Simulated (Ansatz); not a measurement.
BeO (wurtzite)

```
BeO
1.0
    5.42363     0.00000     0.00000
   -1.35591     2.34850     0.00000
    0.00000     0.00000     4.40456
Be O
4 4
Direct
  0.33333   0.33333   0.00149
  0.83333   0.33333   0.00149
  0.16667   0.66667   0.50149
  0.66667   0.66667   0.50149
  0.33333   0.33333   0.62371
  0.83333   0.33333   0.62371
  0.16667   0.66667   0.12371
  0.66667   0.66667   0.12371
```

The atoms are displaced by Q × the pattern below (from a DFPT mode at M = (0.5, 0.0, 0.0), largest move 1; Q in Å), at fixed cell. (q is in reciprocal vectors of the primitive cell; the cell shown is doubled to hold the pattern.)

```
atom       x       y      z
----  ------  ------  -----
Be1    0.500  -0.866  0.000
Be2   -0.500   0.866  0.000
Be3   -0.500   0.866  0.000
Be4    0.500  -0.866  0.000
O5     0.251  -0.435  0.000
O6    -0.251   0.435  0.000
O7    -0.251   0.435  0.000
O8     0.251  -0.435  0.000
```

These are PBE (plane waves to 420 eV, PAW, scalar-relativistic; Ansatz, a quantum-chemistry and plane-wave program) values and carry that method's errors. k mesh 7×14×8 (Γ-centred), Fermi-Dirac smearing 0.05 eV. BeO was relaxed with its symmetry unable to fall.

At one point of the scan the forces (eV/Å) are:

```csv
atom,Fx,Fy,Fz
Be1,-0.354,1.880,-0.434
Be2,1.451,-1.247,-0.434
Be3,0.354,-1.880,-0.434
Be4,-1.451,1.247,-0.434
O5,-0.267,1.730,0.434
O6,1.365,-1.097,0.434
O7,0.267,-1.730,0.434
O8,-1.365,1.097,0.434
```

Problem. Which point is it?
(A) Q = 0.180 Å
(B) Q = 0.120 Å
(C) Q = 0.150 Å
(D) Q = 0.090 Å

Solution. B, Q = 0.120 Å

(For displaced atoms, the force is minus the slope of the energy, and its curvature is a force constant, which sets phonon frequencies.)
